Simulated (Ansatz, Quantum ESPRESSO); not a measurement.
**BaS (Fm-3m): Raman and infrared activity**

Wanted: vibrational spectra of BaS (Fm-3m) from linear and non-linear response.

Calculated with Quantum ESPRESSO 8.0 development, patched; DFT LDA, scalar-relativistic, plane waves, PseudoDojo norm-conserving pseudopotentials.

Report form: the programs' logs are mostly left out.

## Step 1: Starting point

The structure is cubic, space group Fm-3m (No. 225). Conventional cell: a = 6.388 Å, b = 6.388 Å, c = 6.388 Å, α = 90.00°, β = 90.00°, γ = 90.00°. Nearest to Ba lie 6 S at 3.19 Å. Nearest to S lie 6 Ba at 3.19 Å. Farther neighbours and most contacts between anions are not listed.

## Step 2: A probe with smearing

A cheap run with smearing and empty bands tells whether the crystal has a gap, which decides between fixed occupations and smearing later on.

File probe.in:

```
&control
   calculation = 'scf'
   prefix = 'x'
   outdir = './tmp'
   pseudo_dir = './pseudo'
   tprnfor = .true.
   tstress = .true.
   verbosity = 'high'
/
&system
   ibrav = 2
   celldm(1) = 12.07062562
   nat = 2
   ntyp = 2
   ecutwfc = 57.0
   occupations = 'smearing'
   smearing = 'gaussian'
   degauss = 0.01
/
&electrons
   conv_thr = 1.0d-07
   mixing_beta = 0.7
   electron_maxstep = 100
/
ATOMIC_SPECIES
 Ba    137.3270  Ba.upf
 S      32.0600  S.upf
ATOMIC_POSITIONS crystal
 Ba     0.000000000   0.000000000   0.000000000
 S      0.500000000   0.500000000   0.500000000
K_POINTS automatic
 6 6 6 0 0 0
```

Started as:

```console
> OMP_NUM_THREADS=1 mpirun -n 2 pw.x -nk 2 -in probe.in > probe.out
```

It took 5.4 s on 2 MPI ranks of Intel Xeon Platinum 8488C (Sapphire Rapids), shared host.

This step gave:

```yaml
volume_per_atom: 32.58 Å³
pressure: -2.193 GPa
gap_on_the_k_mesh: 1.948 eV
```

A gap of 1.9 eV opens on this mesh, so the crystal is taken as an insulator; the start stands at -2.2 GPa.

## Step 3: Relaxation

The relaxation runs at a cutoff a fifth above that of the response, since stress converges more slowly with the basis than frequencies do. Forces and stress are brought to rest with tight thresholds.

File relax.in:

```
&control
   calculation = 'vc-relax'
   prefix = 'x'
   outdir = './tmp'
   pseudo_dir = './pseudo'
   tprnfor = .true.
   tstress = .true.
   forc_conv_thr = 2.0d-05
   etot_conv_thr = 1.0d-07
   nstep = 40
/
&system
   ibrav = 2
   celldm(1) = 12.07062562
   nat = 2
   ntyp = 2
   ecutwfc = 68
   occupations = 'fixed'
   nbnd = 10
/
&electrons
   conv_thr = 1.0d-11
   mixing_beta = 0.7
   electron_maxstep = 100
/
&ions
/
&cell
   press_conv_thr = 0.2
/
ATOMIC_SPECIES
 Ba    137.3270  Ba.upf
 S      32.0600  S.upf
ATOMIC_POSITIONS crystal
 Ba     0.000000000   0.000000000   0.000000000
 S      0.500000000   0.500000000   0.500000000
K_POINTS automatic
 6 6 6 0 0 0
```

Started as:

```console
> OMP_NUM_THREADS=1 mpirun -n 2 pw.x -nk 2 -in relax.in > relax.out
```

It took 32 s on 2 MPI ranks; 64 s of CPU time.

Step by step:

| step | energy less that of the first step (eV) | largest force (eV/Å) | pressure (GPa) | volume (Å³) |
| --- | --- | --- | --- | --- |
| 1 | 0.0000 | 0.0000 | -2.19 | 65.15 |
| 2 | -0.0089 | 0.0000 | -1.73 | 64.43 |
| 3 | -0.0180 | 0.0000 | -0.98 | 63.35 |
| 4 | -0.0220 | 0.0000 | 0.07 | 61.98 |
| 5 | -0.0220 | 0.0000 | 0.00 | 62.08 |
| 6 | -0.0220 | 0.0000 | 0.00 | 62.07 |
| 7 | -0.0220 | 0.0000 | 0.00 | 62.07 |

| conventional cell, symmetrised | before | after | change |
| --- | --- | --- | --- |
| a (Å) | 6.388 | 6.285 | -1.6 % |
| b (Å) | 6.388 | 6.285 | -1.6 % |
| c (Å) | 6.388 | 6.285 | -1.6 % |
| volume (Å³/atom) | 32.58 | 31.04 | -4.7 % |

Final coordinates:

```
CELL_PARAMETERS angstrom
-3.14263 0.00000 3.14263
0.00000 3.14263 3.14263
-3.14263 3.14263 0.00000
ATOMIC_POSITIONS crystal
Ba 0.00000 0.00000 0.00000
S 0.50000 0.50000 0.50000
```

The last row of the table of steps is pw.x's closing run on a basis chosen anew for the final cell, so its energy can jump.

Read from the output:

```yaml
volume_per_atom: 31.04 Å³
pressure: -0.002 GPa
gap_on_the_k_mesh: 1.861 eV
```

The volume changes by -4.7 % from the cell with which this run began.

## Step 4: Self-consistent run for the response

The response is built on this ground state, so it is converged far tighter than an energy would need. With a gap, occupations are fixed, which also allows the response to an electric field.

File scf.in:

```
&control
   calculation = 'scf'
   prefix = 'x'
   outdir = './tmp'
   pseudo_dir = './pseudo'
   tprnfor = .true.
   tstress = .true.
/
&system
   ibrav = 2
   celldm(1) = 11.87743808
   nat = 2
   ntyp = 2
   ecutwfc = 57.0
   occupations = 'fixed'
   nbnd = 10
/
&electrons
   conv_thr = 1.0d-12
   mixing_beta = 0.7
   electron_maxstep = 100
/
ATOMIC_SPECIES
 Ba    137.3270  Ba.upf
 S      32.0600  S.upf
ATOMIC_POSITIONS crystal
 Ba     0.000000000   0.000000000   0.000000000
 S      0.500000000   0.500000000   0.500000000
K_POINTS automatic
 6 6 6 0 0 0
```

Started as:

```console
> OMP_NUM_THREADS=1 mpirun -n 2 pw.x -nk 2 -in scf.in > scf.out
```

It took 6.5 s on 2 MPI ranks.

Read from the output:

```yaml
pressure: -0.004 GPa
```

The cell stands at -0.004 GPa, close enough for phonons.

## Step 5: Zone-centre response

At q = 0 one unit cell holds all displacements; symmetry groups them into irreducible representations that are solved one by one. The response to a field gives ε∞ and the Born charges, which polar modes need. Third-order response adds the Raman tensors.

File ph.in:

```
phonons
&inputph
   prefix = 'x'
   outdir = './tmp'
   fildyn = 'g.dyn'
   tr2_ph = 1.0d-18
   epsil = .true.
   lraman = .true.
   elop = .true.
/
0.000000000000 0.000000000000 0.000000000000
```

Started as:

```console
> OMP_NUM_THREADS=1 mpirun -n 2 ph.x -nk 2 -in ph.in > ph.out
```

Wall time 4.3 min (2 MPI ranks).

This step gave:

| Property | Result |
| --- | --- |
| miss of the charge sum rule | 0.01173 e |
| largest acoustic frequency at the zone centre before the sum rule | 0.15 cm⁻¹ |
| highest optical zone-centre mode (no LO-TO term) | 152.4 cm⁻¹ |
| lowest optical zone-centre mode | 152.4 cm⁻¹ |
| mean high-frequency dielectric constant | 5.254 |
| largest Born charge in size (third of the trace) | 2.658 e |

Born charge (rows field, columns displacement), before the sum rule (e), principal values of the symmetric part by kind of site:

| atom | atoms with these values | low | middle | high | mean |
| --- | --- | --- | --- | --- | --- |
| Ba1 | 1 | 2.65 | 2.65 | 2.65 | 2.65 |
| S2 | 1 | -2.66 | -2.66 | -2.66 | -2.66 |

In full for S2:

```
-2.66  0.00  0.00
 0.00 -2.66  0.00
 0.00  0.00 -2.66
```

High-frequency dielectric tensor:

```
5.25 0.00 0.00
0.00 5.25 0.00
0.00 0.00 5.25
```

The acoustic modes at Γ come out as far as 0.1 cm⁻¹ from zero, where they should vanish, a small numerical error; the Born charges miss their sum rule by 0.012 e, which is good.

## Step 6: Zone-centre analysis

A rigid shift of the crystal must cost nothing, but grids and finite bases break this; the acoustic sum rule is imposed before the matrix is diagonalised again. With Born charges the intensities follow, and the static dielectric tensor.

File dynmat.in:

```
&input
   fildyn = 'g.dyn'
   asr = 'simple'
   fileig = 'dynmat.eig'
   lperm = .true.
/
```

Started as:

```console
> dynmat.x -in dynmat.in > dynmat.out
```

Wall time 0.73 s (1 thread).

This step gave:

```
mean static dielectric constant : 14.50
```

Unit eigenvectors of the mass-weighted matrix after the sum rule; no LO-TO term. The modes at Γ (shares of kinetic energy by element, %):

| mode | frequency (cm⁻¹) | symmetry | Ba % | S % |
| --- | --- | --- | --- | --- |
| 1 | 0.0 | acoustic | 81 | 19 |
| 2 | 0.0 | acoustic | 81 | 19 |
| 3 | 0.0 | acoustic | 81 | 19 |
| 4 | 152.4 | T1u | 19 | 81 |
| 5 | 152.4 | T1u | 19 | 81 |
| 6 | 152.4 | T1u | 19 | 81 |

Displacements in mode 4 (152.4 cm⁻¹), the largest set to 1:
```
Ba1  0.00 -0.23 -0.11
S2   0.00  1.00  0.48
```

Degenerate modes summed, no LO-TO term. Lines of the infrared spectrum (strongest = 100):

| position (cm⁻¹) | lines merged | label | IR intensity, relative |
| --- | --- | --- | --- |
| 152 | 3 | T1u | 100 |

Static dielectric tensor (ions relaxed, fixed cell):

```
14.50  0.00  0.00
 0.00 14.50  0.00
 0.00  0.00 14.50
```

The rule moves no optical mode by more than 0.1 cm⁻¹.

## Step 7: Sum rules set otherwise (asr no)

Without the rule the raw error of the acoustic modes shows.

File dynmat.in:

```
&input
   fildyn = 'g.dyn'
   asr = 'no'
   fileig = 'dynmat.eig'
   lperm = .true.
/
```

Started as:

```console
> dynmat.x -in dynmat.in > dynmat.out
```

It took 0.72 s on 1 thread.

Numbers from this step:

- mean static dielectric constant: 14.52

Zone-centre frequencies as printed; negative means imaginary. Modes:

| mode | frequency (cm⁻¹) |
| --- | --- |
| 1 | 0.15 |
| 2 | 0.15 |
| 3 | 0.15 |
| 4 | 152.4 |
| 5 | 152.4 |
| 6 | 152.4 |

Against the first rule no mode moves by more than 0.2 cm⁻¹.

## Step 8: Sum rules set otherwise: a sum rule for molecules or wires on a crystal

This rule also removes rotations, which suits molecules and not a crystal; it is tried to see the harm.

File dynmat.in:

```
&input
   fildyn = 'g.dyn'
   asr = 'zero-dim'
   fileig = 'dynmat.eig'
   lperm = .true.
/
```

Started as:

```console
> dynmat.x -in dynmat.in > dynmat.out
```

Wall time 0.72 s (1 thread).

The run ended normally, but on settings that are not sound.

The fault: a sum rule for molecules or wires on a crystal; 2 optical modes are projected out to zero frequency, as if they were rotations, and the static dielectric tensor is spoilt.

For a crystal the rule has to be 'simple' or 'crystal'.

Zone-centre frequencies as printed; negative means imaginary. Modes:

| mode | frequency (cm⁻¹) |
| --- | --- |
| 1 | 0 |
| 2 | 0 |
| 3 | 0 |
| 4 | 0 |
| 5 | 0 |
| 6 | 152.4 |

## Step 9: The LO-TO splitting (1 0 0)

A longitudinal polar mode sets up a macroscopic field that stiffens it; the term hangs on the direction from which q goes to zero.

File dynmat.in:

```
&input
   fildyn = 'g.dyn'
   asr = 'simple'
   fileig = 'dynmat.eig'
   q(1) = 1.0
   q(2) = 0.0
   q(3) = 0.0
/
```

Started as:

```console
> dynmat.x -in dynmat.in > dynmat.out
```

The job ended after 0.74 s (1 thread).

This step gave:

```yaml
highest_mode_moved_by_the_lo_to_term: 253.1 cm⁻¹
```

Zone-centre frequencies as printed; negative means imaginary. Modes:

| mode | frequency (cm⁻¹) |
| --- | --- |
| 1 | 0 |
| 2 | 0 |
| 3 | 0 |
| 4 | 152.4 |
| 5 | 152.4 |
| 6 | 253.1 |

The field moves one mode, from 152 to 253 cm⁻¹; the others stay.

## Step 10: A second program

The same cell goes through another code at the same cutoff. The files are of one family, but Ansatz's library holds files of its own making for some heavy elements, so those for Ba may differ. Its k mesh is centred on Γ.

This step: DFT LDA, scalar-relativistic, plane waves, norm-conserving pseudopotentials of its library (PseudoDojo's, some remade) (Ansatz 0.2.0).

File input.yaml:

```yaml
crystal:
  lattice:
    - [-3.1426347783, 0.0, 3.1426347783]
    - [0.0, 3.1426347783, 3.1426347783]
    - [-3.1426347783, 3.1426347783, 0.0]
  atoms:
    - { symbol: Ba, position: [0.0, 0.0, 0.0] }
    - { symbol: S, position: [0.5, 0.5, 0.5] }
kpoints:
  mp_grid: { grid: [6, 6, 6] }
hamiltonian:
  xc: lda
  pseudopotentials: { kind: nc, accuracy: standard }
scf:
  occupations: { method: fixed }
output:
  eigenvalues: true
basis:
  ecutwfc: 775.525
phonons:
  method: dfpt
  dielectric: true
  rigid_motions: translations
  raman: true
```

Started as:

```console
> ansatz run input.yaml --threads 2 --pin off --max-ram 4096MiB --backend cpu --events-out ev --progress --plain --runs-dir out
```

Elapsed: 2.4 min, on 2 threads; peak memory 1.1 GiB; 4.7 min of CPU time.

This step gave:

```yaml
gap_on_the_k_mesh: 1.929 eV
sum_rule_residual_before_enforcement: 3.98e-4 eV/Å²
miss_of_the_charge_sum_rule: 4.39e-4 e
estimated_error_of_the_dielectric_tensor: 0.01242
estimated_error_of_the_born_charges: 0.01095 e
highest_optical_zone_centre_mode_no_lo_to_term: 148.6 cm⁻¹
lowest_optical_zone_centre_mode: 148.6 cm⁻¹
mean_high_frequency_dielectric_constant: 5.110
largest_born_charge_in_size_third_of_the_trace: 2.626 e
mean_static_dielectric_constant: 14.64
highest_mode_moved_by_the_lo_to_term: 251.5 cm⁻¹
```

Transverse modes. Infrared lines, with heights relative to the strongest:

| position (cm⁻¹) | label | IR intensity ((D/Å)²/amu), degenerate modes summed, relative |
| --- | --- | --- |
| 149 | T1u | 100 |

## Step 11: The two compared: QE PseudoDojo and Ansatz, library NC

Numbers from this step:

```
root-mean-square difference : 3.8 cm⁻¹
largest difference          : 3.8 cm⁻¹
```

Optical modes, paired by symmetry label. Frequencies side by side, by row:

| q (reciprocal lattice) | mode | QE PseudoDojo (cm⁻¹) | Ansatz, library NC (cm⁻¹) |
| --- | --- | --- | --- |
| 0 0 0 | 4 | 152.4 | 148.6 |
| 0 0 0 | 5 | 152.4 | 148.6 |
| 0 0 0 | 6 | 152.4 | 148.6 |

The two runs side by side. Further quantities:

| quantity | QE PseudoDojo | Ansatz, library NC |
| --- | --- | --- |
| mean ε∞ | 5.254 | 5.11 |
| largest Born charge in size (e; the first before, the second after the charge sum rule) | 2.658 | 2.626 |
| summed IR intensity ((D/Å)²/amu) | 18.73 | 18.37 |

At the zone centre the largest difference (acoustic modes at Γ apart) is 2 % of the highest mode; ε∞ differs by 2.8 %.

## Step 12: What came out

```
space group after relaxation                                           : Fm-3m
volume per atom                                                        : 31.0 Å³
gap on the k-mesh                                                      : 1.86 eV
highest optical zone-centre mode (no LO-TO term)                       : 152.4 cm⁻¹
highest mode moved by the LO-TO term                                   : 253.1 cm⁻¹
mean high-frequency dielectric constant                                : 5.25
largest Born charge in size (third of the trace)                       : 2.66 e
mean static dielectric constant                                        : 14.5
imaginary optical modes at the zone centre (no q mesh in this session) : none
largest difference from Ansatz, library NC                             : 3.8 cm⁻¹
```

**Reading.** No mode is Raman active in this structure; the strongest infrared line lies at 152 cm⁻¹. At the LDA level the optical modes of BaS (Fm-3m) at the zone centre (no LO-TO term) lie at 152 cm⁻¹. Along the directions run, the highest mode that the macroscopic field moves lies at 253 cm⁻¹. Lattice motion raises the mean dielectric constant from 5.254 to 14.50. The Born charge of S is -2.658 e against a formal charge of -2, somewhat above it. The Lyddane-Sachs-Teller relation holds: (ωLO/ωTO)² is 2.76 and ε₀/ε∞ is 2.76. QE PseudoDojo and Ansatz, library NC differ by 3.8 cm⁻¹ in the root mean square and by 3.8 cm⁻¹ at most, 2.5 % of the highest mode compared (acoustic modes at Γ left out); the two use different potentials, and the cell was not relaxed for the second set. These are harmonic frequencies at zero temperature: anharmonic shifts and linewidths and thermal expansion are left out. Spin-orbit coupling is left out, which can matter for the heavy elements here. The total energies of the two programs lie far apart, so at least one potential file in Ansatz's library differs from the published one read by the first program. The build is a development version in which the Raman tensors of release 7.5 are mended; dynmat.x leaves out the electro-optic term of LO lines.

[Host names and launcher messages were left out of these logs when they were recorded.]

[Logs are printed without paths, hosts, clocks, repeated set-up lines and the standing remarks that a program may print on its own settings, such as how far it seeks lower states.]

[Hosts, paths, dates, database ids (printed as entryN), source tags and the programs' standing remarks are cut or masked in the printed files.]
